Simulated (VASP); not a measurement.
# TiAl under changes of volume

One of the cells (16.247 Å³/atom); the others are scaled copies at fixed shape and fractional positions:

```
Ti Al
1.0
     2.85039    0.00000    0.00000
    -1.42520    2.46851    0.00000
     0.00000    0.00000    4.61809
Ti Al
1 1
Cartesian
  0.0000 0.0000 0.0000
  0.0000 1.6457 2.3090
```

The cell comes from a database or a generator and needn't be the stable form of this composition.

- Program: VASP 6.6.1
- Functional: PBEsol
- Potentials or basis: VASP PAW PBE potentials, release 64 (Ti_sv, Al)
- Cutoff: 520 eV
- k mesh: 10 × 10 × 6
- Occupations: fermi-dirac, width 0.05 eV
- Spin: no spin polarisation

```tsv
volume (Å³/atom)	energy over the lowest point (meV/atom)	pressure (GPa)
15.597	?	?
15.922	2.32	2.3
16.247	0.00	0.0
16.572	2.24	-2.2
16.897	8.63	-4.1
```

What does the run at 15.597 Å³/atom give?

Energy over the lowest point 9.67 meV/atom; pressure 4.9 GPa.

Worked out: A Birch-Murnaghan fit of order 2 (a polynomial in V^(-2/3)) to the other rows has its minimum at 16.24 Å³/atom with B0 = V·E''(V) = 113 GPa at fixed shape and positions, which overstates the stiffness. It gives 9.70 meV/atom at 15.597 Å³/atom, against the run's 9.67, and -dE/dV = 5.0 GPa, against 4.9.

Energies are extrapolated to zero smearing.

Caveats: the PAW data sets were made with another functional, which shifts forces and pressure a little.
